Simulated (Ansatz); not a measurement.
Input and command of a plane-wave DFT calculation in Ansatz:

```yaml
crystal:
  lattice:
    - [2.2015871003, -2.2015871003, 0.0]
    - [2.2015871003, 0.0, -2.2015871003]
    - [11.7417978683, 7.3386236677, 7.3386236677]
  atoms:
    - { symbol: Al, position: [0.7361333333, -0.2638666667, 0.3958] }
    - { symbol: Al, position: [0.1805777778, 0.1805777778, 0.2291333333] }
    - { symbol: Al, position: [0.2916888889, 0.2916888889, 0.5624666667] }
    - { symbol: Al, position: [0.4028, 0.4028, 0.8958] }
    - { symbol: Al, position: [-0.1527555556, -0.1527555556, 0.7291333333] }
    - { symbol: Al, position: [0.6250222222, 0.6250222222, 0.0624666667] }
    - { symbol: "N", position: [0.3750222222, 0.3750222222, 0.4374666667] }
    - { symbol: "N", position: [0.8194666667, -0.1805333333, 0.2708] }
    - { symbol: "N", position: [-0.0694222222, -0.0694222222, 0.6041333333] }
    - { symbol: "N", position: [0.0416888889, 0.0416888889, 0.9374666667] }
    - { symbol: "N", position: [-0.5138666667, -0.5138666667, 0.7708] }
    - { symbol: "N", position: [0.2639111111, 0.2639111111, 0.1041333333] }
basis:
  ecutwfc: 420
kpoints:
  mp_grid: { grid: [8, 8, 2] }
hamiltonian:
  xc: pbe
scf:
  occupations: { method: gaussian, width: 0.05 }
output:
  forces: true
  stress: true
  eigenvalues: true
```

```bash
ansatz run input.yaml --threads 2 --pin off --max-ram 5120MiB --backend cpu --events-out ev --progress --plain --runs-dir out
```

Processor: Arm Neoverse V2, 2 threads, on a host shared with other jobs.

Q: Estimate time, memory and problem size.

A: About 7.3 s on 2 threads of Arm Neoverse V2, on a shared host, peak memory 0.42 GiB. It solves 36 bands at 42 k points (the mesh reduced by symmetry) with about 2493 plane waves, in 7 SCF iterations.
